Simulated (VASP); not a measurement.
# MoS2 (R-3m) in VASP: further runs

Runs on MoS2. Level: PBE. Tasks: single point.

Program: VASP 6.6.1. These are calculated values, not measurements. Logs are shortened: lines on timing, memory, paths and dates and some standing lists are left out, and cuts for length are marked.

### 1 The structure

The structure is trigonal, space group R-3m (No. 166). The conventional cell has a = 3.171 Å, b = 3.171 Å, c = 18.345 Å, α = 90.00°, β = 90.00°, γ = 120.00°. Mo (site symmetry -3m) is surrounded by 6 S at 2.39 Å. S (site symmetry 3m) is surrounded by 3 Mo at 2.39 Å.

Measurements of this composition are mostly on another form, of space group No. 194.

### 2 Single point, PBE, spin-orbit coupling, no magnetisation

Input file INCAR:

```
PREC = Accurate
ENCUT = 500
EDIFF = 1E-7
ISMEAR = 0
SIGMA = 0.02
LREAL = F
LASPH = T
NELM = 100
ALGO = Normal
ISIF = 2
LWAVE = F
LCHARG = F
MAGMOM = 0 0 0 0 0 0 0 0 0
LORBIT = 11
LSORBIT = T
GGA_COMPAT = F
LMAXMIX = 4
GGA = PE
NBANDS = 42
```

Input file KPOINTS:

```
regular mesh
0
Gamma
  5 5 5
```

Input file POSCAR:

```
MoS2
1.0
    1.5855000000      0.9153888518      6.1149966667
   -1.5855000000      0.9153888518      6.1149966667
    0.0000000000     -1.8307777036      6.1149966667
Mo S
1 2
Direct
    0.0000000000      0.0000000000      0.0000000000
    0.2500000000      0.2500000000      0.2500000000
    0.7500000000      0.7500000000      0.7500000000
```

Potentials or basis: VASP PAW PBE potentials, release 64 (Mo_sv, S).

Command:

```sh
$ cat potpaw_PBE.64/Mo_sv/POTCAR potpaw_PBE.64/S/POTCAR > POTCAR
$ mpirun -np 1 vasp_ncl > vasp.out
```

OUTCAR:

```text
PREC = Accurate
   ENCUT = 500
   EDIFF = 1E-7
   ISMEAR = 0
   LREAL = F
   LASPH = T
   NELM = 100
   ISIF = 2
   LORBIT = 11
   LSORBIT = T
   GGA = PE

 Found     19 irreducible k-points:

 Following reciprocal coordinates:
            Coordinates               Weight
  0.000000  0.000000  0.000000      1.000000
  0.200000  0.000000 -0.000000      6.000000
  0.400000  0.000000  0.000000      6.000000
  0.200000  0.200000 -0.000000      6.000000
  0.400000  0.200000  0.000000     12.000000
 -0.400000  0.200000  0.000000     12.000000
   k-points           NKPTS =     19   k-points in BZ     NKDIM =     19   number of bands    NBANDS=     42
   number of dos      NEDOS =    301   number of ions     NIONS =      3
   total plane-waves  NPLWV = 110592
   dimension x,y,z NGX =    48 NGY =   48 NGZ =   48
   dimension x,y,z NGXF=    96 NGYF=   96 NGZF=   96
   ions per type =               1   2
   NGX,Y,Z   is equivalent  to a cutoff of  12.50, 12.50, 12.50 a.u.
   NGXF,Y,Z  is equivalent  to a cutoff of  25.00, 25.00, 25.00 a.u.
 SYSTEM =  unknown system
   PREC   = accura    normal or accurate (medium, high low for compatibility)
   ISTART =      0    job   : 0-new  1-cont  2-samecut
   ICHARG =      2    charge: 1-file 2-atom 10-const
   ISPIN  =      1    spin polarized calculation?
   LNONCOLLINEAR =      T non collinear calculations
   LSORBIT =      T    spin-orbit coupling
   LASPH  =      T    aspherical Exc in radial PAW
   ENCUT  =  500.0 eV  36.75 Ry    6.06 a.u.  11.64 11.64 11.64*2*pi/ulx,y,z
   NELM   =    100;   NELMIN=  2; NELMDL= -5     # of ELM steps
   EDIFF  = 0.1E-06   stopping-criterion for ELM
   LREAL  =      F    real-space projection
[... 7 lines left out ...]
   TEBEG  =    0.0;   TEEND  =   0.0 temperature during run
   PSTRESS=    0.0 pullay stress
   NELECT =      26.0000    total number of electrons
   NUPDOWN=      -1.0000    fix difference up-down
   EMIN   =  10.00;   EMAX   =-10.00  energy-range for DOS
   EFERMI =   0.00;   METHOD = LEGACY
   ISMEAR =     0;   SIGMA  =   0.02  broadening in eV -4-tet -1-fermi 0-gaus
   EFERMI_NEDOS =   21; number of points for ismear=-14 and -15
   IALGO  =     38    algorithm
   IMIX   =      4    mixing-type and parameters
     AMIX     =   0.40;   BMIX     =  1.00
     AMIX_MAG =   1.60;   BMIX_MAG =  1.00
  volume/ion in A,a.u.               =      17.75       119.78
  Fermi-wavevector in a.u.,A,eV,Ry     =   1.289118  2.436081 22.610522  1.661826
  Thomas-Fermi vector in A             =   2.421031
   LORBIT       =     11    0 simple, 1 ext, 2 COOP (PROOUT), +10 PAW based schemes
   GGA     = PE    functional components
   LHFCALC =     F    Hartree Fock is set to
   AEXX    =    0.0000 exact exchange contribution
   IVDW    =     0    specifies the selected vdW correction
   LEPSILON=     F    determine dielectric tensor
   LRPA    =     F    only Hartree local field effects (RPA)
 Gauss-broadening in eV      SIGMA  =   0.02
  energy-cutoff  :      500.00
  volume of cell :       53.25
 maximum number of plane-waves:      2722
   NGX = 23   NGY = 23   NGZ = 23

 number of electron      25.9999998 magnetization      -0.0000000     -0.0000000     -0.0000000

 number of electron      25.9999998 magnetization       0.0000000      0.0000000      0.0000000

 number of electron      25.9999998 magnetization       0.0000000     -0.0000000      0.0000000

 number of electron      25.9999998 magnetization      -0.0000000     -0.0000000      0.0000000

 Free energy of the ion-electron system (eV)
  ---------------------------------------------------
  ext. energy  EPLUGINS =         0.00000000
  ---------------------------------------------------
  free energy    TOTEN  =       -21.01425484 eV

  energy without entropy =      -21.01301597  energy(sigma->0) =      -21.01363541

 E-fermi :   7.4730     XC(G=0): -10.8258

 val. band max:        7.4688315566   @ k =   0.0000   0.0000   0.0000
 cond. band min:       7.5245264162   @ k =   0.2000   0.2000   0.2000
 fundamental gap:      0.0556948596
 Fermi energy:         7.4730082318

 k-point     1 :       0.0000    0.0000    0.0000
  band No.  band energies     occupation
      1     -53.9563      1.00000
      2     -53.9563      1.00000
      3     -29.6148      1.00000
      4     -29.6148      1.00000
      5     -27.2235      1.00000
      6     -27.2235      1.00000
[... 30 lines left out ...]
     37      14.5498      0.00000
     38      14.5498      0.00000

 k-point     2 :       0.2000    0.0000   -0.0000
  band No.  band energies     occupation
      1     -53.9424      1.00000
      2     -53.9424      1.00000
      3     -29.6557      1.00000
      4     -29.6557      1.00000
      5     -27.2712      1.00000
      6     -27.2712      1.00000
[... 30 lines left out ...]
     37      15.8073      0.00000
     38      15.8073      0.00000

 k-point     3 :       0.4000    0.0000    0.0000
  band No.  band energies     occupation
      1     -53.9198      1.00000
      2     -53.9198      1.00000
      3     -29.7277      1.00000
      4     -29.7277      1.00000
      5     -27.4213      1.00000
      6     -27.4213      1.00000
[... 30 lines left out ...]
     37      15.1046      0.00000
     38      15.1046      0.00000

 k-point     4 :       0.2000    0.2000   -0.0000
  band No.  band energies     occupation
      1     -53.9424      1.00000
      2     -53.9424      1.00000
      3     -29.6557      1.00000
      4     -29.6557      1.00000
      5     -27.2712      1.00000
      6     -27.2712      1.00000
[... 30 lines left out ...]
     37      15.6345      0.00000
     38      15.6345      0.00000

 k-point     5 :       0.4000    0.2000    0.0000
  band No.  band energies     occupation
      1     -53.9241      1.00000
      2     -53.9241      1.00000
      3     -29.7117      1.00000
      4     -29.7117      1.00000
      5     -27.3788      1.00000
      6     -27.3788      1.00000
[... 30 lines left out ...]
     37      16.2108      0.00000
     38      16.2108      0.00000

 k-point     6 :      -0.4000    0.2000    0.0000
  band No.  band energies     occupation
      1     -53.9128      1.00000
      2     -53.9128      1.00000
      3     -29.7469      1.00000
      4     -29.7469      1.00000
      5     -27.4447      1.00000
      6     -27.4447      1.00000
[... 30 lines left out ...]
     37      15.4253      0.00000
     38      15.4253      0.00000

 [... further k-points ...]

 [bands above 38 left out]

------------------------ aborting loop because EDIFF is reached ----------------------------------------

  FORCE on cell =-STRESS in cart. coord.  units (eV):
  Direction    XX          YY          ZZ          XY          YZ          ZX
  --------------------------------------------------------------------------------------
  -------------------------------------------------------------------------------------
  Total        2.2601165      2.2601165      3.1686494     -0.0000000      0.0000000      0.0000000
  in kB       68.0020587     68.0020587     95.3378683     -0.0000000      0.0000000      0.0000000
  external PRESSURE =      77.1139952 kB  Pullay stress =       0.0000000 kB

 VOLUME and BASIS-vectors are now :
 -----------------------------------------------------------------------------
  energy-cutoff  :      500.00
  volume of cell :       53.25
      direct lattice vectors                 reciprocal lattice vectors
     1.585500000  0.915388852  6.114996667     0.315357931  0.182071986  0.054510796
    -1.585500000  0.915388852  6.114996667    -0.315357931  0.182071986  0.054510796
     0.000000000 -1.830777704  6.114996667     0.000000000 -0.364143973  0.054510796

 POSITION                                       TOTAL-FORCE (eV/Angst)
 -----------------------------------------------------------------------------------
      0.00000      0.00000      0.00000         0.000000      0.000000     -0.000000
      0.00000      0.00000      4.58625         0.000000     -0.000000     -0.897003
      0.00000      0.00000     13.75874         0.000000      0.000000      0.897003
 -----------------------------------------------------------------------------------
    total drift:                               -0.000000     -0.000000      0.000000

  FREE ENERGIE OF THE ION-ELECTRON SYSTEM (eV)
  ---------------------------------------------------
  free  energy   TOTEN  =       -21.0142548436 eV

  energy  without entropy=      -21.0130159715  energy(sigma->0) =      -21.01363541

 Spin-Orbit-Coupling matrix elements

 Ion:    1  E_soc:     -0.1966826
 l=   1
     0.0000000    -0.0294412    -0.0295089
    -0.0294412     0.0000000    -0.0294412
    -0.0295089    -0.0294412     0.0000000
 l=   2
     0.0000000    -0.0005350     0.0000000    -0.0005350    -0.0032642
    -0.0005350     0.0000000    -0.0020956    -0.0003548    -0.0005350
     0.0000000    -0.0020956     0.0000000    -0.0020956     0.0000000
    -0.0005350    -0.0003548    -0.0020956     0.0000000    -0.0005350
    -0.0032642    -0.0005350     0.0000000    -0.0005350     0.0000000
 l=   3
     0.0000000     0.0000000     0.0000000     0.0000000     0.0000000     0.0000000     0.0000000
     0.0000000     0.0000000     0.0000000     0.0000000     0.0000000     0.0000000     0.0000000
     0.0000000     0.0000000     0.0000000     0.0000000     0.0000000     0.0000000     0.0000000
     0.0000000     0.0000000     0.0000000     0.0000000     0.0000000     0.0000000     0.0000000
     0.0000000     0.0000000     0.0000000     0.0000000     0.0000000     0.0000000     0.0000000
     0.0000000     0.0000000     0.0000000     0.0000000     0.0000000     0.0000000     0.0000000
     0.0000000     0.0000000     0.0000000     0.0000000     0.0000000     0.0000000     0.0000000

 Ion:    2  E_soc:     -0.0034902
 l=   1
     0.0000000    -0.0004275    -0.0008901
    -0.0004275     0.0000000    -0.0004275
    -0.0008901    -0.0004275     0.0000000
 l=   2
     0.0000000     0.0000000     0.0000000     0.0000000     0.0000000
     0.0000000     0.0000000     0.0000000     0.0000000     0.0000000
     0.0000000     0.0000000     0.0000000     0.0000000     0.0000000
     0.0000000     0.0000000     0.0000000     0.0000000     0.0000000
     0.0000000     0.0000000     0.0000000     0.0000000     0.0000000
 l=   3
     0.0000000     0.0000000     0.0000000     0.0000000     0.0000000     0.0000000     0.0000000
     0.0000000     0.0000000     0.0000000     0.0000000     0.0000000     0.0000000     0.0000000
     0.0000000     0.0000000     0.0000000     0.0000000     0.0000000     0.0000000     0.0000000
     0.0000000     0.0000000     0.0000000     0.0000000     0.0000000     0.0000000     0.0000000
     0.0000000     0.0000000     0.0000000     0.0000000     0.0000000     0.0000000     0.0000000
     0.0000000     0.0000000     0.0000000     0.0000000     0.0000000     0.0000000     0.0000000
     0.0000000     0.0000000     0.0000000     0.0000000     0.0000000     0.0000000     0.0000000

 Ion:    3  E_soc:     -0.0034902
 l=   1
     0.0000000    -0.0004275    -0.0008901
    -0.0004275     0.0000000    -0.0004275
    -0.0008901    -0.0004275     0.0000000
 l=   2
     0.0000000     0.0000000     0.0000000     0.0000000     0.0000000
     0.0000000     0.0000000     0.0000000     0.0000000     0.0000000
     0.0000000     0.0000000     0.0000000     0.0000000     0.0000000
     0.0000000     0.0000000     0.0000000     0.0000000     0.0000000
     0.0000000     0.0000000     0.0000000     0.0000000     0.0000000
 l=   3
     0.0000000     0.0000000     0.0000000     0.0000000     0.0000000     0.0000000     0.0000000
     0.0000000     0.0000000     0.0000000     0.0000000     0.0000000     0.0000000     0.0000000
     0.0000000     0.0000000     0.0000000     0.0000000     0.0000000     0.0000000     0.0000000
     0.0000000     0.0000000     0.0000000     0.0000000     0.0000000     0.0000000     0.0000000
     0.0000000     0.0000000     0.0000000     0.0000000     0.0000000     0.0000000     0.0000000
     0.0000000     0.0000000     0.0000000     0.0000000     0.0000000     0.0000000     0.0000000
     0.0000000     0.0000000     0.0000000     0.0000000     0.0000000     0.0000000     0.0000000

 total charge

# of ion       s       p       d       tot
------------------------------------------
    1        2.303   6.234   3.966  12.504
    2        1.366   2.343   0.000   3.710
    3        1.366   2.343   0.000   3.710
--------------------------------------------------
tot          5.036  10.921   3.966  19.923

 magnetization (x)

# of ion       s       p       d       tot
------------------------------------------
    1        0.000  -0.000   0.000   0.000
    2        0.000   0.000   0.000   0.000
    3        0.000   0.000   0.000   0.000
--------------------------------------------------
tot          0.000   0.000   0.000   0.000

 magnetization (y)

# of ion       s       p       d       tot
------------------------------------------
    1        0.000   0.000   0.000   0.000
    2        0.000   0.000   0.000   0.000
    3        0.000   0.000   0.000   0.000
--------------------------------------------------
tot          0.000   0.000   0.000   0.000

 magnetization (z)

# of ion       s       p       d       tot
------------------------------------------
    1        0.000   0.000   0.000   0.000
    2        0.000   0.000   0.000   0.000
    3        0.000   0.000   0.000   0.000
--------------------------------------------------
tot          0.000   0.000   0.000   0.000
```

Wall time 5.6 min (1 thread of Intel Xeon Platinum 8559C (Emerald Rapids), shared host); peak memory 0.74 GiB.

These settings aren't checked as converged: the numbers below hold their error.

Results:

```yaml
Free_energy: -21.0143 eV
Pressure: 7.7 GPa
Largest_force: 0.897 eV/Å
Valence_electrons_inside_the_program's_atomic_spheres: Mo 12.50; S 3.71
```

Caveat: the k mesh is coarse (spacing up to 0.46 Å⁻¹), so the values aren't converged; the cell's inner coordinates are idealised or old, which leaves forces on the atoms.

[end of part 1 of 2]
